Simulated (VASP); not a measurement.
Runs of VASP 6.6.1 on FeSi23 (a cell with a defect). The cell holds a defect, 24 atoms: a = 11.534 Å, b = 7.689 Å, c = 7.689 Å, α = 60.00°, β = 60.00°, γ = 60.00°. 

```csv
task,spin,cell,gap on the mesh (eV),pressure (GPa),moment (μB),largest force (eV/Å)
single point,off,"Cm, 20.09 Å³/atom",0.57,-1.1,-,(a)
single point,"collinear, ferromagnetic start","P1, 20.09 Å³/atom",none,0.0,3.11,0.20
single point,"collinear, ferromagnetic start","Cm, 20.09 Å³/atom",none,0.0,3.11,(b)
relaxation of the atoms,"collinear, ferromagnetic start",atoms relaxed,none,0.0,3.11,0.03
```

Alike in all rows: level PBEsol+U; potentials or basis VASP PAW PBE potentials, release 64 (Fe, Si); Fe d U = 4 eV; k mesh 2 × 3 × 3; cutoff (eV) 350; smearing gaussian 0.03 eV.

Question: Fill in the values left out.

Answer: (a) 0.91; (b) 0.28.

Caveats: the PAW data sets were made with another functional, which shifts forces and pressure a little; the U is typed as a test and isn't derived for this compound.

A k mesh can miss the band edges.

A gap of «none» marks a metal or a gap under the smearing width.

Not every run made on this cell is shown here.
